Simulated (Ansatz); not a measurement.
# RbBr: the cost of one run

The runs shown are made with Ansatz 0.2.0. PBE orbitals, norm-conserving pseudopotentials, plane waves. Computed at 0 K without zero-point motion; spin polarisation is off.

### Step 1. The cell

The cell was relaxed beforehand with r2SCAN; volume changes: +0 %, -5 %, +5 %, -10 %, +10 %.

It is cubic, Fm-3m (No. 225); a = 6.922 Å in the conventional setting, 41.46 Å³ an atom. Near Rb stand 6 Br at 3.46 Å; near Br stand 6 Rb at 3.46 Å.

Structure file:

```
CELL_PARAMETERS angstrom
0.00000 3.46105 3.46105
3.46105 0.00000 3.46105
3.46105 3.46105 0.00000
ATOMIC_POSITIONS crystal
Rb 0.00000 0.00000 0.00000
Br 0.50000 0.50000 0.50000
```

### Step 2. The unscaled cell

Contents of input.yaml:

```yaml
crystal:
  lattice:
    - [0.0, 3.4610548593, 3.4610548593]
    - [3.4610548593, 0.0, 3.4610548593]
    - [3.4610548593, 3.4610548593, 0.0]
  atoms:
    - { symbol: Rb, position: [0.0, 0.0, 0.0] }
    - { symbol: Br, position: [0.5, 0.5, 0.5] }
kpoints:
  mp_grid: { grid: [4, 4, 4] }
hamiltonian:
  xc: pbe
  pseudopotentials: { kind: nc }
scf:
  occupations: { method: fixed }
output:
  rpa_energy:
    ecut_chi_ladder: [146, 164, 181, 201, 221]
    long_wavelength: optical_limit
basis:
  ecutwfc: 630.0
```

**Question.** How long does this run take on 1 × NVIDIA H100 80GB HBM3 with 2 threads of AMD EPYC 7R13 (Zen 3), shared host, and how much memory does it need?

About 1.8 min, with a peak of 2.4 GiB on the host.
